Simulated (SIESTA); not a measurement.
# SnTe under changes of volume

One of the cells (47.091 Å³/atom); the others are scaled copies at fixed shape and fractional positions:

```
Te Sn
1.0
     0.00000    3.61115    3.61115
     3.61115    0.00000    3.61115
     3.61115    3.61115    0.00000
Te Sn
1 1
Direct
  0.25000 0.25000 0.25000
  0.00000 0.00000 0.00000
```

Measurements of this composition are mostly on another form, of space group No. 225.

- Program: SIESTA 5.4.2
- Functional: LDA
- Potentials or basis: PseudoDojo 0.4 standard (LDA files)
- Basis: DZP (energy shift 0.003 Ry; two zetas on semicore shells)
- Grid cutoff: 500 Ry
- Energy shift: 0.003 Ry
- k mesh: 7 × 7 × 7
- Occupations: fermi-dirac, width 0.05 eV
- Spin: no spin polarisation

```csv
volume (Å³/atom),energy over the lowest point (meV/atom),pressure (GPa),gap on the mesh (eV)
44.265,0.00,-0.2,0.12
45.207,2.57,-0.7,0.17
46.149,?,?,?
47.091,16.87,-1.7,0.26
48.033,28.06,-2.1,0.30
48.974,41.56,-2.5,0.34
49.916,57.22,-2.8,0.38
```

**Question.** What does the run at 46.149 Å³/atom give?

**Answer.** Energy over the lowest point 8.26 meV/atom; pressure -1.3 GPa; gap on the mesh 0.21 eV.

Worked out: A Birch-Murnaghan fit of order 3 (a polynomial in V^(-2/3)) to the other rows has its minimum at 44.03 Å³/atom, just outside them, with B0 = V·E''(V) = 28 GPa and B' = 3.6. It gives 8.29 meV/atom at 46.149 Å³/atom, against the run's 8.26, and -dE/dV = -1.2 GPa, against -1.3. A straight line through the other rows of the gap, of slope 2.15 eV per unit of ln V, gives 0.21 eV, against the run's 0.21.

Energies are extrapolated to zero smearing.

Caveats: spin-orbit coupling is left out, which moves the levels of the heavy elements; an odd mesh through Γ misses points on the zone boundary, where band edges often lie; the basis of atomic orbitals isn't converged, which shifts pressures, moduli and gaps.
